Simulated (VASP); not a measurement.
# Si under changes of volume

One of the cells (14.077 Å³/atom); the others are scaled copies at fixed shape and fractional positions:

```xyz
1
Lattice="-1.6578 1.6578 1.2805 1.6578 -1.6578 1.2805 1.6578 1.6578 -1.2805" Properties=species:S:1:pos:R:3 pbc="T T T"
Si    0.0000    0.0000    0.0000
```

This isn't the form of Si at room conditions, which is diamond.

```yaml
Program: VASP 6.6.1
Functional: r2SCAN
Potentials_or_basis: VASP PAW PBE potentials, release 64 (Si)
Cutoff: 520 eV
k_mesh: 12 × 12 × 12
Occupations: fermi-dirac, width 0.05 eV
Spin: no spin polarisation
```

```tsv
volume (Å³/atom)	energy over the lowest point (meV/atom)	pressure (GPa)
13.514	?	?
13.796	1.74	2.0
14.077	0.00	0.0
14.359	1.66	-1.8
14.640	6.31	-3.4
```

What does the run at 13.514 Å³/atom give?

Energy over the lowest point 7.31 meV/atom; pressure 4.3 GPa.

Worked out: A Birch-Murnaghan fit of order 2 (a polynomial in V^(-2/3)) to the other rows has its minimum at 14.08 Å³/atom with B0 = V·E''(V) = 96 GPa at fixed shape and positions, which overstates the stiffness. It gives 7.19 meV/atom at 13.514 Å³/atom, against the run's 7.31, and -dE/dV = 4.2 GPa, against 4.3.

Energies are extrapolated to zero smearing.

Caveats: the PAW data sets were made with another functional, which shifts forces and pressure a little.
